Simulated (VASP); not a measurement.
# AlN: single point with r2SCAN

AlN:

```
Al N
1.0
     0.00000    2.03452    2.03452
     2.03452    0.00000    2.03452
     2.03452    2.03452    0.00000
Al N
1 1
Direct
  0.50000 0.50000 0.50000
  0.00000 0.00000 0.00000
```

Measurements of this composition are mostly on another form, of space group No. 186.

```yaml
Program: VASP 6.6.1
Task: single point
Functional: r2SCAN
Potentials_or_basis: VASP PAW PBE potentials, release 64 (Al, N)
Cutoff: 520 eV
k_mesh: 10 × 10 × 10
Occupations: gaussian, width 0.05 eV
Spin: no spin polarisation
```

The pressure is -6.9 GPa and the band gap on the k mesh is 5.29 eV, indirect (least direct gap 6.23 eV).

Levels at points of the mesh, in eV from the valence-band top:
```tsv
k point	band 1	band 2	band 3	band 4	band 5	band 6	band 7	band 8
(0.00, 0.00, 0.00)	-18.23	0.00	0.00	0.00	6.23	12.85	12.85	12.85
(0.50, 0.00, 0.00)	-15.06	-8.32	-1.12	-1.12	6.79	11.74	11.74	14.34
(0.50, 0.50, 0.00)	-14.12	-7.42	-2.85	-2.85	5.29	6.01	15.13	18.39
```

Wall time 20 s on 1 thread of Intel(R) Xeon(R) 6975P-C (Granite Rapids) (shared host), peak memory 0.14 GiB.

Caveat: the PAW data sets were made with another functional, which shifts forces and pressure a little. A k mesh can miss the band edges.
